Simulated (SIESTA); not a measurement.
Runs of SIESTA 5.4.2 on PbS (Galena). Symmetry: Fm-3m, No. 225, cubic system. Conventional cell: a = 5.931 Å, b = 5.931 Å, c = 5.931 Å, α = 90.00°, β = 90.00°, γ = 90.00°. Pb (site symmetry m-3m) has 6 S at 2.97 Å as nearest neighbours. Around S (site symmetry m-3m) lie 6 Pb at 2.97 Å. 

```csv
task,level,potentials or basis,spin,cell,k mesh,smearing,density-matrix tolerance,hamiltonian tolerance,split norm,displacement,broadening (eV),grid cutoff,energy shift,other keys,gap on the mesh (eV),pressure (GPa),moment (μB)
band structure,PBEsol,"PseudoDojo 0.4 standard (PBEsol files, fully relativistic), DZP (energy shift 0.002 Ry)","non-collinear, zero start, SOC",as given,6 × 6 × 6,fermi-dirac 0.05 eV,-,-,-,-,-,500 Ry,0.002 Ry,-,0.06,-0.9,0.00
band structure,SOGGA,"PseudoDojo 0.4 standard (PBEsol files), DZP (energy shift 0.002 Ry)",off,as given,8 × 8 × 8,fermi-dirac 0.05 eV,-,-,-,-,-,500 Ry,0.002 Ry,-,(a),-0.9,-
optical spectrum,B86bPBE,"PseudoDojo 0.4 standard (PBE files), DZP (energy shift 0.01 Ry)",off,"atoms moved at random, drawn with an rms of 0.02 Å","8 × 8 × 8, shifted",fermi-dirac 0.05 eV,-,-,-,-,0.2 eV,500 Ry,0.01 Ry,kshift = 0.5; mix = density,0.96,2.7,-
band structure,PW91,"PseudoDojo 0.4 standard (PBE files), DZP (energy shift 0.002 Ry)",off,as given,8 × 8 × 8,fermi-dirac 0.05 eV,-,-,-,-,-,500 Ry,0.002 Ry,-,0.42,2.8,-
band structure,APBE,"PseudoDojo 0.4 standard (PBE files, fully relativistic), TZP (energy shift 0.002 Ry)","non-collinear, ferromagnetic start, SOC",cell strained at random at fixed volume,6 × 6 × 6,fermi-dirac 0.05 eV,-,-,0.1,-,-,500 Ry,0.002 Ry,splitnorm = 0.1,none,3.2,0.00
```

Q: Fill in the values left out.

A: (a) 0.29.

Caveats: semicore shells carry a single zeta, which can move pressures by several GPa and volumes by a few percent; the basis of atomic orbitals isn't converged, which shifts pressures, moduli and gaps; the potentials were made for another functional, which shifts forces and pressure (some runs); spin-orbit coupling is left out, which as a rule narrows the gap of such compounds by several tenths of an eV (some runs); the basis holds too few empty states to meet the f-sum rule, so the spectrum is short of weight at high energy (some runs); spectra need much finer meshes, so this one isn't converged (some runs); independent-particle spectra lack excitons (some runs).

A k mesh can miss the band edges, and rows without SOC leave out spin-orbit coupling on Pb.

A gap of «none» marks a metal or a gap under the smearing width.
